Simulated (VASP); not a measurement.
W, 1 atom in the cell. It takes space group Im-3m (No. 229, cubic). Conventional cell: a = 3.165 Å, b = 3.165 Å, c = 3.165 Å, α = 90.00°, β = 90.00°, γ = 90.00°. W (site symmetry m-3m) is surrounded by 8 W at 2.74 Å. 

| Quantity | Value |
| --- | --- |
| Program | VASP 6.6.1 |
| Task | relaxation of cell and atoms |
| Functional | PBEsol |
| Dispersion | D3 |
| Potentials or basis | VASP PAW PBE potentials, release 64 (W_sv) |
| Cutoff | 600 eV |
| k mesh | 12 × 12 × 12 |
| Occupations | fermi-dirac, width 0.05 eV |
| Spin | no spin polarisation |
| Further INCAR settings | ALGO = Normal; EDIFF = 1e-06; IBRION = 2; EDIFFG = -0.005; NSW = 40; ISIF = 3 |

Potentials or basis: VASP PAW PBE potentials, release 64 (W_sv).

Run with:

```console
$ cat potpaw_PBE.64/W_sv/POTCAR > POTCAR
$ mpirun -np 1 vasp_std > vasp.out
```

Hardware: 1 thread of Intel(R) Xeon(R) 6975P-C (Granite Rapids), on a shared host.

How long does it take, and how much memory?

It took 14 s on 1 thread of Intel(R) Xeon(R) 6975P-C (Granite Rapids), with other jobs on the host, peak memory 0.17 GiB. Counts: scf iterations 30, k points 72, ion steps 4.
